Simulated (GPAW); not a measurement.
## As: relaxation of cell and atoms with PBEsol

The system is As.

```xyz
1
Lattice="2.7037 0.0000 0.0000 0.0000 2.7037 0.0000 0.0000 0.0000 2.7037" Properties=species:S:1:pos:R:3 pbc="T T T"
As    1.3518    1.3518    1.3518
```

This isn't the form of As at room conditions, which is rhombohedral.

- Program: GPAW 26.7.0
- Task: relaxation of cell and atoms
- Functional: PBEsol
- Potentials or basis: PAW data sets generated in the run's folder for this functional
- Cutoff: 600 eV
- Basis: pw
- k mesh: 10 × 10 × 10
- Occupations: fermi-dirac, width 0.05 eV
- Spin: no spin polarisation
- Target pressure: 5 GPa
- Maxiter: 150
- Optimizer: BFGS
- Fmax: 0.02 eV/Å
- Max steps: 60
- Target pressure: 5 GPa
- Convergence: density=1e-05 forces=0.0001

```json
{
  "Relaxed volume": "18.52 Å³/atom",
  "Relaxed cell": "a = 2.646 Å, b = 2.646 Å, c = 2.646 Å, α = 90.00°, β = 90.00°, γ = 90.00°",
  "Space group after relaxing (to 0.05 Å)": "Pm-3m (No. 221)",
  "Energy change on relaxing (the enthalpy is what falls)": "+12.2 meV/atom",
  "Ionic steps": "4",
  "Pressure after relaxing": "5.0 GPa",
  "Band gap on the k mesh": "none (metal or under the smearing width)"
}
```

Step by step:
```
step  energy change (eV)  largest force (eV/Å)  pressure (GPa)  volume (Å³)
   1              0.0000                0.0000           -1.48        19.76
   2              0.0003                0.0000            1.67        19.10
   3              0.0138                0.0000            5.31        18.46
   4              0.0122                0.0000            4.99        18.52
```

Final structure:
```
As
1.0
     2.64552    0.00000    0.00000
     0.00000    2.64552    0.00000
     0.00000    0.00000    2.64552
As
1
Direct
  0.50000 0.50000 0.50000
```

Levels at points of the mesh, in eV from the Fermi level:
```
           k point  band 1  band 2  band 3  band 4  band 5
(0.00, 0.00, 0.00)  -15.56    4.46    4.46    4.46    8.69
(0.50, 0.00, 0.00)  -12.11   -7.46    7.01    7.01   11.64
(0.50, 0.50, 0.00)   -8.48   -4.56   -4.56    2.16    9.41
(0.50, 0.50, 0.50)   -4.39   -1.89   -1.89   -1.89    5.85
```

Wall time 20 s on 1 thread of Arm Neoverse V1 (shared host), peak memory 0.15 GiB.

Caveat: later steps reuse the first step's grids.
